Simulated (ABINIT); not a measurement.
# GaSb (F-43m) in ABINIT: a series of runs, part 2 of 2

ABINIT 10.8.3 (patched build). The steps go on from the part before.

### Step 5. Single point, PBEsol

run.abi

```
# Pseudopotentials
pp_dirpath "./"
pseudos "Sb.upf, Ga.upf"

# Structure
acell 4.3260792873 4.3260792873 4.3260792873 Angstrom
rprim
     0.0000000000     0.7071067812     0.7071067812
     0.7071067812     0.0000000000     0.7071067812
     0.7071067812     0.7071067812     0.0000000000
ntypat 2
znucl 51 31
natom 2
typat 1 2
xred
     0.7500000000     0.7500000000     0.7500000000
     0.0000000000     0.0000000000     0.0000000000

# Plane-wave basis
ecut 57.0

# k points
kptopt 1
ngkpt 6 6 6
nshiftk 1
shiftk 0.0 0.0 0.0

# Exchange and correlation
ixc -116133

# Bands and occupations
nband 27
occopt 3
tsmear 0.00183747

# SCF cycle
nstep 100
tolvrs 1.0e-10

# Output
iomode 3
prtwf 0
prtden 0
prteig 0
prtebands 0
prtvol 2
```

Potentials or basis: PseudoDojo NC SR PBEsol v0.4 stringent.

The run is started by

```
$ mpirun --bind-to none -np 4 abinit run.abi > log 2>&1
```

run.abo:

```text
.Version 10.8.3 of ABINIT
 Symmetries : space group F-4 3 m (#216); Bravais cF (face-center cubic)
================================================================================
 Values of the parameters that define the memory need of the present run
     intxc =       0    ionmov =       0      iscf =       7    lmnmax =       6
     lnmax =       6     mgfft =      60  mpssoang =       3    mqgrid =    3001
     natom =       2  nloc_mem =       1    nspden =       1   nspinor =       1
    nsppol =       1      nsym =      24    n1xccc =    2501    ntypat =       2
    occopt =       3   xclevel =       2
       mpw =        7960          nfft =      216000          nkpt =          16
================================================================================
================================================================================

--------------------------------------------------------------------------------
------------- Echo of variables that govern the present computation ------------
--------------------------------------------------------------------------------
 -outvars: echo values of preprocessed input variables --------
            acell      8.1751050520E+00  8.1751050520E+00  8.1751050520E+00 Bohr
              amu      1.21753000E+02  6.97230000E+01
             ecut      5.70000000E+01 Hartree
              ixc     -116133
         kptrlatt        6    0    0      0    6    0      0    0    6
          kptrlen      4.90506303E+01
            natom           2
            nband          27
            ngfft          60      60      60
             nkpt          16
            nstep         100
             nsym          24
           ntypat           2
           occopt           3
           prtden           0
        prtebands           0
           prteig           0
           prtvol           2
            prtwf           0
            rprim      0.0000000000E+00  7.0710678120E-01  7.0710678120E-01
                       7.0710678120E-01  0.0000000000E+00  7.0710678120E-01
                       7.0710678120E-01  7.0710678120E-01  0.0000000000E+00
          spgroup         216
           tolvrs      1.00000000E-10
           tsmear      1.83747000E-03 Hartree
            typat      1  2
[... 231 lines left out ...]
      occupation numbers for kpt#   2
   2.00000    2.00000    2.00000    2.00000    2.00000    2.00000    2.00000    2.00000
[... 128 lines left out ...]
      occupation numbers for kpt#  15
   2.00000    2.00000    2.00000    2.00000    2.00000    2.00000    2.00000    2.00000
   2.00000    2.00000    2.00000    2.00000    2.00000    2.00000    2.00000    2.00000
   2.00000    2.00000    2.00000    2.00000    2.00000    2.00000    0.00000    0.00000
   0.00000    0.00000    0.00000
 kpt#  16, nband= 27, wtk=  0.05556, kpt= -0.3333  0.5000  0.1667 (reduced coord)
  -5.06705   -5.05753   -3.34046   -3.34046   -3.34045   -3.25307   -3.25307   -3.25307
  -0.83701   -0.83683   -0.83675   -0.83627   -0.83615   -0.33471   -0.33240   -0.33228
  -0.33165   -0.33134   -0.11378   -0.02901    0.10011    0.10649    0.31058    0.31952
   0.44028    0.44168    0.58140
      occupation numbers for kpt#  16
   2.00000    2.00000    2.00000    2.00000    2.00000    2.00000    2.00000    2.00000
   2.00000    2.00000    2.00000    2.00000    2.00000    2.00000    2.00000    2.00000
   2.00000    2.00000    2.00000    2.00000    2.00000    2.00000    0.00000    0.00000
   0.00000    0.00000    0.00000
 Total charge density [el/Bohr^3]
)     Maximum=    6.4982E+00  at reduced coord.    0.0667    0.9667    0.9667
)Next maximum=    6.4982E+00  at reduced coord.    0.0000    0.9667    0.9667
)     Minimum=    1.6740E-03  at reduced coord.    0.2500    0.2500    0.2500
)Next minimum=    1.6862E-03  at reduced coord.    0.2500    0.2500    0.2333
   Integrated=    4.4000E+01

--- !EnergyTerms
iteration_state     : {dtset: 1, }
comment             : Components of total free energy in Hartree
kinetic             :  2.05829266328133E+02
hartree             :  2.05558843907256E+02
xc                  : -5.98119665691478E+01
Ewald energy        : -2.25838196703851E+02
psp_core            :  5.69392864326397E+00
local_psp           : -5.63271300310008E+02
non_local_psp       : -6.88909144023509E+01
internal            : -5.00730339106705E+02
'-kT*entropy'       : -3.99088080078465E-05
total_energy        : -5.00730379015513E+02
total_energy_eV     : -1.36255677484876E+04
band_energy         : -7.12142992098394E+01
...

 Cartesian components of stress tensor (hartree/bohr^3)
  sigma(1 1)=  3.11390778E-06  sigma(3 2)=  0.00000000E+00
  sigma(2 2)=  3.11390778E-06  sigma(3 1)=  0.00000000E+00
  sigma(3 3)=  3.11390778E-06  sigma(2 1)=  0.00000000E+00

-Cartesian components of stress tensor (GPa)         [Pressure= -9.1614E-02 GPa]
- sigma(1 1)=  9.16143298E-02  sigma(3 2)=  0.00000000E+00
- sigma(2 2)=  9.16143298E-02  sigma(3 1)=  0.00000000E+00
- sigma(3 3)=  9.16143298E-02  sigma(2 1)=  0.00000000E+00

== END DATASET(S) ==============================================================
================================================================================

 -outvars: echo values of variables after computation  --------
            acell      8.1751050520E+00  8.1751050520E+00  8.1751050520E+00 Bohr
           etotal     -5.0073037902E+02
            fcart     -0.0000000000E+00 -0.0000000000E+00 -0.0000000000E+00
                      -0.0000000000E+00 -0.0000000000E+00 -0.0000000000E+00
            rprim      0.0000000000E+00  7.0710678120E-01  7.0710678120E-01
                       7.0710678120E-01  0.0000000000E+00  7.0710678120E-01
                       7.0710678120E-01  7.0710678120E-01  0.0000000000E+00
           strten      3.1139077796E-06  3.1139077796E-06  3.1139077796E-06
                       0.0000000000E+00  0.0000000000E+00  0.0000000000E+00
           xangst      4.5885000001E+00  4.5885000001E+00  4.5885000001E+00
                       0.0000000000E+00  0.0000000000E+00  0.0000000000E+00
             xred      7.5000000000E-01  7.5000000000E-01  7.5000000000E-01
                       0.0000000000E+00  0.0000000000E+00  0.0000000000E+00
 Calculation completed.
```

Wall time 26 s (4 MPI ranks of AMD EPYC 9R45 (Zen 5), shared host); peak memory 0.52 GiB.

What came out:

```
Free energy                                           : -13625.5677 eV
Pressure                                              : -0.1 GPa
Band gap on the k mesh                                : none (metal or under the smearing width)
Valence electrons inside the program's atomic spheres : Sb 19.22; Ga 18.80
```

Caveat: this crystal is a semiconductor, whose small gap the functional closes, so the metal is an error of the method. Spin-orbit coupling is left out, which matters for the levels of Sb.

### Step 6. Summary

| level | potentials or basis | cutoff (eV) | fine-grid cutoff | gap on the mesh (eV) | pressure (GPa) |
| --- | --- | --- | --- | --- | --- |
| PBE | PseudoDojo NC SR PBE v0.5 stringent | 1551 | - | none | 2.4 |
| PBEsol | JTH PAW PBE v2.0 | 354 | 707.496 eV | none | - |
| LDA | PseudoDojo NC SR LDA v0.4.1 standard | 980 | - | none | - |
| PBEsol | PseudoDojo NC SR PBEsol v0.4 stringent | 1551 | - | none | -0.1 |

Alike in all rows: task single point; no spin polarisation; cell as given; k mesh 6 × 6 × 6; smearing fermi-dirac 0.05 eV.

Caveats: this crystal is a semiconductor, whose small gap the functional closes, so the metal is an error of the method; the PAW data sets were made with another functional, which shifts forces and pressure a little (some runs).

Total energies depend on the potentials used, so only differences within one code and one set of settings carry meaning.

### Step 7. How close it comes

Step 2. Against the measured gap of GaSb, 0.811 eV (direct; 4.2 K; a printed reference work, data compilation), the calculated 0.00 eV is off by -0.81 eV. Spin-orbit coupling on Ga, Sb is left out. The value is that of PBE on a finite k mesh, which can miss the band edges, without temperature or zero-point motion. Semilocal functionals fall short of measured gaps as a rule.

Step 5. Against the measured gap of GaSb, 0.811 eV (direct; 4.2 K; a printed reference work, data compilation), the calculated 0.00 eV is off by -0.81 eV. Spin-orbit coupling on Ga, Sb is left out. The value is that of PBEsol on a finite k mesh, which can miss the band edges, without temperature or zero-point motion. Semilocal functionals fall short of measured gaps as a rule.
